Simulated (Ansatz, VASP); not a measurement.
**Two plane-wave programs on Be3H2**

```
Be H
1.0
     2.29512    0.00000    0.00000
    -1.14756    1.98763    0.00000
     0.00000    0.00000    7.41417
Be H
3 2
Direct
  0.00000 0.00000 0.00000
  0.66667 0.33333 0.24993
  0.33333 0.66667 0.75007
  0.66667 0.33333 0.62961
  0.33333 0.66667 0.37039
```

Change from the starting cell: ordered vacancies on the anion sites of caesium chloride (P-3m1, No. 164).

Alike in both runs: functional PBE; k mesh 18 × 18 × 6; occupations gaussian, width 0.1 eV; no spin polarisation.

Ansatz relaxed the structure, and its values are those at the end. VASP's run is a single point on that final structure, the one shown.

```csv
,VASP,Ansatz
version,VASP 6.6.1,Ansatz 0.2.0
potentials or method,"VASP PAW PBE potentials, release 64 (Be, H)","scalar-relativistic, plane waves, PAW"
plane-wave cutoff (eV),520,420
valence electrons in the cell,8,8
```

```tsv
	VASP	Ansatz	Ansatz less VASP
gap on the k mesh at the Fermi level (eV)	none	none	-
pressure (GPa)	0.0	0.0	+0.01
```

A gap of «none» marks a metal or a gap that the smearing closes.
